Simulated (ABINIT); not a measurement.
# BAs (F-43m): G0W0 in ABINIT against the screening cutoff in the self-energy

Aim: move the screening cutoff in the self-energy of a G0W0 run on BAs (F-43m) over a wide range.

Method: PBE and many-body steps on it, plane waves, in ABINIT 10.8.3.

**1. The structure**

It takes space group F-43m (No. 216, cubic). The conventional cell has a = 4.777 Å, b = 4.777 Å, c = 4.777 Å, α = 90.00°, β = 90.00°, γ = 90.00°. B has 4 As at 2.07 Å nearest. As has 4 B at 2.07 Å nearest. Farther neighbours are not listed.

The cell and positions come from the Crystallography Open Database and are kept as given unless a step says otherwise.

**2. Screening, 6×6×6 mesh, 253 bands, screening to 326.5 eV**

This step: ABINIT 10.8.3; RPA screening on PBE, plane waves, norm-conserving pseudopotentials.

The RPA dielectric matrix is built and inverted for each q.

Contents of run.abi:

```
acell 3*1.0 Angstrom
rprim 
  -0.000000000000 2.388500000000 2.388500000000
  2.388500000000 -0.000000000000 2.388500000000
  2.388500000000 2.388500000000 -0.000000000000
ntypat 2
znucl 5 33
natom 2
typat 1 2
xred 
  0.000000000000 0.000000000000 0.000000000000
  0.250000000000 0.250000000000 0.250000000000
pp_dirpath "pseudos"
pseudos "B.upf, As.upf"
ecut 38
ngkpt 6 6 6
nshiftk 1
shiftk 0 0 0
kptopt 1
chksymbreak 0
istwfk *1
occopt 1
irdwfk 1
optdriver 3
nband 253
ecuteps 12
inclvkb 2
awtr 1
symchi 1
indata_prefix "in"
outdata_prefix "out"
tmpdata_prefix "tmp"
```

Run with:

```sh
> OMP_NUM_THREADS=1 mpirun -n 4 abinit run.abi > log
```

Log:

```text
.Version 10.8.3 of ABINIT. v10.8.2 released Aug 2026.

 Symmetries : space group F-4 3 m (#216); Bravais cF (face-center cubic)
[... echo of the input left out ...]
== DATASET  1 ==================================================================
-   mpi_nproc: 4, omp_nthreads: 1 (-1 if OMP is not activated)

--- !DatasetInfo
iteration_state: {dtset: 1, }
dimensions: {natom: 2, nkpt: 16, mband: 253, nsppol: 1, nspinor: 1, nspden: 1, mpw: 2085, }
cutoff_energies: {ecut:  38.0, pawecutdg:  -1.0, }
electrons: {nelect:   1.80000000E+01, charge:   0.00000000E+00, occopt:   1.00000000E+00, tsmear:   1.00000000E-02, }

 SCREENING: Calculation of the susceptibility and dielectric matrices

 Based on a program developped by R.W. Godby, V. Olevano, G. Onida, and L. Reining.
 Incorporated in ABINIT by V. Olevano, G.-M. Rignanese, and M. Torrent.
.Using double precision arithmetic ; gwpc =  8

[... cell and pseudopotentials left out ...]
--------------------------------------------------------------------------------

 ==== K-mesh for the wavefunctions ====
 Number of points in the irreducible wedge :    16
[... list of points left out ...]
 Together with 24 symmetry operations and time-reversal symmetry
 yields   216 points in the full Brillouin Zone.

 ==== Q-mesh for the screening function ====
 Number of points in the irreducible wedge :    16
[... list of points left out ...]
 Together with 24 symmetry operations and time-reversal symmetry
 yields   216 points in the full Brillouin Zone.

 setmesh: FFT mesh size selected  =    27x   27x   27
          total number of points  =        19683

 vcoul_init : cutoff-mode = AUXILIARY_FUNCTION
 q-points for optical limit:   1
     1)      0.000010    0.000020    0.000030

- screening: taking advantage of time-reversal symmetry
- Maximum band index for partially occupied states nbvw = 9
- Remaining bands to be divided among processors   nbcw = 244
- Number of bands treated by each node ~61

 Number of electrons calculated from density =   18.0000; Expected =   18.0000
 average of density, n =  0.097875
 r_s =    1.3461
 omega_plasma =   30.1780 [eV]

 calculating chi0 at frequencies [eV] :
  1    0.000000E+00    0.000000E+00
  2    0.000000E+00    3.017802E+01

--------------------------------------------------------------------------------
  q-point number  1        q = ( 0.000000, 0.000000, 0.000000) [r.l.u.]
--------------------------------------------------------------------------------
[... chi0 elements left out ...]
 For q-point:  0.000010 0.000020 0.000030
  dielectric constant =  10.4890
  dielectric constant without local fields =  11.4890

  Average fulfillment of the sum rule on Im[epsilon] for q-point    1 :    123.09  [%]
[... wings left out ...]
  q-point number  2        q = ( 0.166667, 0.000000, 0.000000) [r.l.u.]
--------------------------------------------------------------------------------
[... chi0 elements left out ...]
  Average fulfillment of the sum rule on Im[epsilon] for q-point    2 :    153.60  [%]

 [... 14 further q-points ...]
```

Wall time 7.5 min (4 MPI ranks of Arm Neoverse V1, shared host); peak memory 2 GiB; 30 min of CPU time.

Numbers from this step:

* ε∞ with local fields, on this mesh, along the program's q direction: 10.49
* the same without local fields: 11.49
* plasma frequency: 30.18 eV
* plane waves in the screening matrix: 339

Local fields lower ε∞ by 9 %.

**3. 1.2 Ha**

This step: G0W0 on PBE, plane waves, norm-conserving pseudopotentials.

Changes to run.abi since step 2:

```diff
@@ -23,8 +23,17 @@
 irdwfk 1
-optdriver 3
+optdriver 4
 nband 253
-ecuteps 12
-inclvkb 2
-awtr 1
-symchi 1
+gwcalctyp 0
+ecutsigx 38
+symsigma 1
+nkptgw 2
+kptgw 
+  0.0000000000 0.0000000000 0.0000000000
+  0.3333333333 0.3333333333 0.0000000000
+bdgw 
+  7 12
+  8 11
+ecuteps 1.2
+irdscr 1
+ppmodel 1
 indata_prefix "in"
```

Log:

```text
.Version 10.8.3 of ABINIT. v10.8.2 released Aug 2026.

 Symmetries : space group F-4 3 m (#216); Bravais cF (face-center cubic)
[... echo of the input left out ...]
== DATASET  1 ==================================================================
-   mpi_nproc: 4, omp_nthreads: 1 (-1 if OMP is not activated)

--- !DatasetInfo
iteration_state: {dtset: 1, }
dimensions: {natom: 2, nkpt: 16, mband: 253, nsppol: 1, nspinor: 1, nspden: 1, mpw: 2085, }
cutoff_energies: {ecut:  38.0, pawecutdg:  -1.0, }
electrons: {nelect:   1.80000000E+01, charge:   0.00000000E+00, occopt:   1.00000000E+00, tsmear:   1.00000000E-02, }

 SIGMA: Calculation of the GW corrections

 Based on a program developped by R.W. Godby, V. Olevano, G. Onida, and L. Reining.
 Incorporated in ABINIT by V. Olevano, G.-M. Rignanese, and M. Torrent.
.Using double precision arithmetic ; gwpc =  8

[... cell and pseudopotentials left out ...]
--------------------------------------------------------------------------------

 ==== K-mesh for the wavefunctions ====
 Number of points in the irreducible wedge :    16
[... list of points left out ...]
 Together with 24 symmetry operations and time-reversal symmetry
 yields   216 points in the full Brillouin Zone.

 ==== Q-mesh for screening function ====
 Number of points in the irreducible wedge :    16
[... list of points left out ...]
 Together with 24 symmetry operations and time-reversal symmetry
 yields   216 points in the full Brillouin Zone.

 vcoul_init : cutoff-mode = AUXILIARY_FUNCTION
 q-points for optical limit:   1
     1)      0.000010    0.000020    0.000030
 setmesh: FFT mesh size selected  =    36x   36x   36
          total number of points  =        46656

 Number of electrons calculated from density =   18.0000; Expected =   18.0000
 average of density, n =  0.097875
 r_s =    1.3461
 omega_plasma =   30.1780 [eV]

 === KS Band Gaps ===
  >>>> For spin  1
   Minimum direct gap =   3.2922 [eV], located at k-point      :   0.0000  0.0000  0.0000
   Fundamental gap    =   1.2941 [eV], Top of valence bands at :   0.0000  0.0000  0.0000
                                       Bottom of conduction at :   0.3333  0.3333  0.0000
 SIGMA fundamental parameters:
 PLASMON POLE MODEL  1
 number of plane-waves for SigmaX                 2085
 number of plane-waves for SigmaC and W             15
 number of plane-waves for wavefunctions          2085
 number of bands                                   253
 number of independent spin polarizations            1
 number of spinorial components                      1
 number of k-points in IBZ                          16
 number of q-points in IBZ                          16
 number of symmetry operations                      24
 number of k-points in BZ                          216
 number of q-points in BZ                          216
 number of frequencies for dSigma/dE                 9
 frequency step for dSigma/dE [eV]                0.25
 number of omega for Sigma on real axis              0
 max omega for Sigma on real axis  [eV]           0.00
 zcut for avoiding poles [eV]                     0.10

 EPSILON^-1 parameters (SCR file):
 dimension of the eps^-1 matrix on file            339
 dimension of the eps^-1 matrix used                15
 number of plane-waves for wavefunctions          2085
 number of bands                                   253
 number of q-points in IBZ                          16
 number of frequencies                               2
 number of real frequencies                          1
 number of imag frequencies                          1

 matrix elements of self-energy operator (all in [eV])

 Perturbative Calculation

--- !SelfEnergy_ee
iteration_state: {dtset: 1, }
kpoint     : [   0.000,    0.000,    0.000, ]
spin       : 1
KS_gap     :    3.292
QP_gap     :    3.876
Delta_QP_KS:    0.583
data: !SigmaeeData |
     Band     E0 <VxcDFT>   SigX SigC(E0)      Z dSigC/dE  Sig(E)    E-E0       E
        7   6.564 -13.701 -15.543   1.526   0.819  -0.221 -13.960  -0.259   6.306
        8   6.564 -13.701 -15.543   1.526   0.819  -0.221 -13.960  -0.259   6.306
        9   6.564 -13.701 -15.543   1.526   0.819  -0.221 -13.960  -0.259   6.306
       10   9.857 -12.550  -8.416  -3.737   0.819  -0.221 -12.225   0.325  10.182
       11   9.857 -12.550  -8.416  -3.737   0.819  -0.221 -12.225   0.325  10.182
       12   9.857 -12.550  -8.416  -3.737   0.819  -0.221 -12.225   0.325  10.182

--- !SelfEnergy_ee
iteration_state: {dtset: 1, }
kpoint     : [   0.333,    0.333,    0.000, ]
spin       : 1
KS_gap     :    4.745
QP_gap     :    5.700
Delta_QP_KS:    0.956
data: !SigmaeeData |
     Band     E0 <VxcDFT>   SigX SigC(E0)      Z dSigC/dE  Sig(E)    E-E0       E
        8   3.114 -12.780 -16.164   2.609   0.805  -0.242 -13.405  -0.625   2.489
        9   3.114 -12.780 -16.164   2.609   0.805  -0.242 -13.405  -0.625   2.489
       10   7.859 -11.353  -7.290  -3.662   0.824  -0.213 -11.023   0.331   8.189
       11   9.721 -10.888  -6.139  -4.325   0.823  -0.216 -10.539   0.349  10.070

== END DATASET(S) ==============================================================
================================================================================

 -outvars: echo values of variables after computation  --------
           etotal      0.0000000000E+00
            nband         253
             nkpt          16
          spgroup         216
 [... the other variables as echoed above ...]

 Calculation completed.
```

Run time: 6.9 s. Hardware: 4 MPI ranks; peak memory 1.3 GiB; 27 s of CPU time.

Numbers from this step:

```yaml
g0w0_gap_on_the_points_computed: 1.883 eV
starting_gap_on_the_mesh: 1.294 eV
k_of_the_valence_top: 0, 0, 0
k_of_the_conduction_bottom: 0.3333, 0.3333, 0
z_at_the_valence_top: 0.819
z_at_the_conduction_bottom: 0.824
least_direct_g0w0_gap_on_the_computed_points: 3.876 eV
```

**4. 2.4 Ha**

Changes to run.abi since step 3:

```diff
@@ -35,3 +35,3 @@
   8 11
-ecuteps 1.2
+ecuteps 2.4
 irdscr 1
```

Log:

```text
.Version 10.8.3 of ABINIT. v10.8.2 released Aug 2026.

 Symmetries : space group F-4 3 m (#216); Bravais cF (face-center cubic)
[... echo of the input left out ...]
== DATASET  1 ==================================================================
-   mpi_nproc: 4, omp_nthreads: 1 (-1 if OMP is not activated)

--- !DatasetInfo
iteration_state: {dtset: 1, }
dimensions: {natom: 2, nkpt: 16, mband: 253, nsppol: 1, nspinor: 1, nspden: 1, mpw: 2085, }
cutoff_energies: {ecut:  38.0, pawecutdg:  -1.0, }
electrons: {nelect:   1.80000000E+01, charge:   0.00000000E+00, occopt:   1.00000000E+00, tsmear:   1.00000000E-02, }

 SIGMA: Calculation of the GW corrections

 Based on a program developped by R.W. Godby, V. Olevano, G. Onida, and L. Reining.
 Incorporated in ABINIT by V. Olevano, G.-M. Rignanese, and M. Torrent.
.Using double precision arithmetic ; gwpc =  8

[... cell and pseudopotentials left out ...]
--------------------------------------------------------------------------------

 ==== K-mesh for the wavefunctions ====
 Number of points in the irreducible wedge :    16
[... list of points left out ...]
 Together with 24 symmetry operations and time-reversal symmetry
 yields   216 points in the full Brillouin Zone.

 ==== Q-mesh for screening function ====
 Number of points in the irreducible wedge :    16
[... list of points left out ...]
 Together with 24 symmetry operations and time-reversal symmetry
 yields   216 points in the full Brillouin Zone.

 vcoul_init : cutoff-mode = AUXILIARY_FUNCTION
 q-points for optical limit:   1
     1)      0.000010    0.000020    0.000030
 setmesh: FFT mesh size selected  =    36x   36x   36
          total number of points  =        46656

 Number of electrons calculated from density =   18.0000; Expected =   18.0000
[...]
number of omega for Sigma on real axis              0
 max omega for Sigma on real axis  [eV]           0.00
 zcut for avoiding poles [eV]                     0.10

 EPSILON^-1 parameters (SCR file):
 dimension of the eps^-1 matrix on file            339
 dimension of the eps^-1 matrix used                27
 number of plane-waves for wavefunctions          2085
 number of bands                                   253
 number of q-points in IBZ                          16
 number of frequencies                               2
 number of real frequencies                          1
 number of imag frequencies                          1

 matrix elements of self-energy operator (all in [eV])

 Perturbative Calculation

--- !SelfEnergy_ee
iteration_state: {dtset: 1, }
kpoint     : [   0.000,    0.000,    0.000, ]
spin       : 1
KS_gap     :    3.292
QP_gap     :    3.907
Delta_QP_KS:    0.615
data: !SigmaeeData |
     Band     E0 <VxcDFT>   SigX SigC(E0)      Z dSigC/dE  Sig(E)    E-E0       E
        7   6.564 -13.701 -15.543   1.306   0.813  -0.230 -14.137  -0.436   6.129
        8   6.564 -13.701 -15.543   1.306   0.813  -0.230 -14.137  -0.436   6.129
        9   6.564 -13.701 -15.543   1.306   0.813  -0.230 -14.137  -0.436   6.129
[...]
--- !SelfEnergy_ee
iteration_state: {dtset: 1, }
kpoint     : [   0.333,    0.333,    0.000, ]
spin       : 1
KS_gap     :    4.745
QP_gap     :    5.710
Delta_QP_KS:    0.965
data: !SigmaeeData |
     Band     E0 <VxcDFT>   SigX SigC(E0)      Z dSigC/dE  Sig(E)    E-E0       E
[...]
10   7.859 -11.353  -7.290  -3.821   0.820  -0.219 -11.154   0.199   8.057
       11   9.721 -10.888  -6.139  -4.465   0.819  -0.221 -10.655   0.233   9.954

== END DATASET(S) ==============================================================
================================================================================

 -outvars: echo values of variables after computation  --------
           etotal      0.0000000000E+00
            nband         253
             nkpt          16
          spgroup         216
 [... the other variables as echoed above ...]

 Calculation completed.
```

Elapsed: 7.3 s, on 4 MPI ranks; peak memory 1.3 GiB; 29 s of CPU time.

Numbers from this step:

```
G0W0 gap on the points computed              : 1.928 eV
starting gap on the mesh                     : 1.294 eV
k of the valence top                         : 0, 0, 0
k of the conduction bottom                   : 0.3333, 0.3333, 0
Z at the valence top                         : 0.813
Z at the conduction bottom                   : 0.82
least direct G0W0 gap on the computed points : 3.907 eV
```

**5. 4.2 Ha**

The self-energy is evaluated for the states that the input lists, and the levels follow from it, in one-shot runs by the linearised quasiparticle equation.

Changes to run.abi since step 4:

```diff
@@ -35,3 +35,3 @@
   8 11
-ecuteps 2.4
+ecuteps 4.2
 irdscr 1
```

Log:

```text
.Version 10.8.3 of ABINIT. v10.8.2 released Aug 2026.

 Symmetries : space group F-4 3 m (#216); Bravais cF (face-center cubic)
[... echo of the input left out ...]
== DATASET  1 ==================================================================
-   mpi_nproc: 4, omp_nthreads: 1 (-1 if OMP is not activated)

--- !DatasetInfo
iteration_state: {dtset: 1, }
dimensions: {natom: 2, nkpt: 16, mband: 253, nsppol: 1, nspinor: 1, nspden: 1, mpw: 2085, }
cutoff_energies: {ecut:  38.0, pawecutdg:  -1.0, }
[...]
Band     E0 <VxcDFT>   SigX SigC(E0)      Z dSigC/dE  Sig(E)    E-E0       E
[...]
10   7.859 -11.353  -7.290  -4.019   0.816  -0.225 -11.317   0.036   7.895
       11   9.721 -10.888  -6.139  -4.640   0.815  -0.226 -10.799   0.089   9.810

== END DATASET(S) ==============================================================
================================================================================

 -outvars: echo values of variables after computation  --------
           etotal      0.0000000000E+00
            nband         253
             nkpt          16
          spgroup         216
 [... the other variables as echoed above ...]

 Calculation completed.
```

Wall time 10 s (4 MPI ranks); peak memory 1.3 GiB; 41 s of CPU time.

This step gave:

```yaml
g0w0_gap_on_the_points_computed: 2.105 eV
starting_gap_on_the_mesh: 1.294 eV
k_of_the_valence_top: 0, 0, 0
k_of_the_conduction_bottom: 0.3333, 0.3333, 0
least_direct_g0w0_gap_on_the_computed_points: 4.037 eV
```

The gap on the mesh goes from 1.29 eV to 2.10 eV, a correction of +0.81 eV.

(Part 1 of 2 ends here.)

[Paths, hosts, dates, memory and timing lines, banners, echoed tables and standing remarks are left out of the program output.]

[Logs are printed without paths, hosts, clocks, repeated set-up lines and the standing remarks that a program may print on its own settings, such as how far it seeks lower states.]

[Runs of the session that timed out or met a known fault of the program may be left out.]

[Hosts, paths, dates, database ids (printed as entryN), source tags and the programs' standing remarks are cut or masked in the printed files.]

[G0W0 gaps are taken among the corrected bands and points alone; a level outside them can change the order at an edge.]

[Where Ansatz stands beside ABINIT at settings called matched, ABINIT's density can come from a denser mesh and the files from another edition; pairs whose starting gaps differed by over 0.03 eV were left out, so agreement reads better than it is.]
